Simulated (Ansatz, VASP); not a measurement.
One calculation of WC (Qusongite), two programs

File INCAR:

```
ALGO     = Normal         # electronic algorithm
EDIFF    = 1E-6           # SCF threshold, eV
ENCUT    = 520            # plane-wave cutoff, eV
GGA      = PE             # functional
ISIF     = 2              # what is computed and relaxed
ISMEAR   = 1              # smearing method
LASPH    = True           # aspherical terms in the spheres
LCHARG   = True           # write CHGCAR
LELF     = True           # ELF
LREAL    = False          # projectors in reciprocal space
LVHAR    = True         
LWAVE    = False          # write WAVECAR
NBANDS   = 16             # bands
NELM     = 60             # most SCF steps
PREC     = Accurate       # precision mode
SIGMA    = 0.1            # smearing width, eV
```

Contents of KPOINTS:

```
k-points
0
Gamma
  14 14 12
```

The input POSCAR:

```
WC
1.0
    2.9500975000      0.0000000000      0.0000000000
   -1.4750487500      2.5548595450      0.0000000000
    0.0000000000      0.0000000000      2.7533791162
W C
1 1
Direct
    0.0000000000      0.0000000000      0.0000000000
    0.6666666667      0.3333333333      0.5000000000
```

Input for Ansatz:

```yaml
crystal:
  lattice:
    - [2.9500974999999996, 0.0, 0.0]
    - [-1.4750487499999998, 2.554859545, 0.0]
    - [0.0, 0.0, 2.753379116212478]
  atoms:
    - { symbol: W, position: [0.0, 0.0, 0.0] }
    - { symbol: C, position: [0.6666666666666666, 0.3333333333333333, 0.5] }
basis:
  ecutwfc: 520.0
kpoints:
  mp_grid:
    grid: [14, 14, 12]
hamiltonian:
  pseudopotentials:
    kind: paw
scf:
  occupations:
    method: cold
    width: 0.1
output:
  stress: true
```

Alike in both runs: task single point; functional PBE; k mesh 14 × 14 × 12; no spin polarisation.

```csv
,VASP,Ansatz
version,VASP 6.6.1,Ansatz 0.2.0
potentials or method,"VASP PAW PBE potentials, release 64 (W_sv, C)","plane waves, PAW"
plane-wave cutoff (eV),520,520
occupations,"methfessel-paxton of order 1, width 0.1 eV","cold, width 0.1 eV"
valence electrons in the cell,18,18
```

VASP gave:

```
pressure (GPa)                                  : 9.2
largest component of the traceless stress (GPa) : 22.12
```

Task: Which values does Ansatz return?

Result: Pressure (GPa): 8.0; largest component of the traceless stress (GPa): 21.74.

The runs have no spin-orbit coupling, so splittings on W are missing.
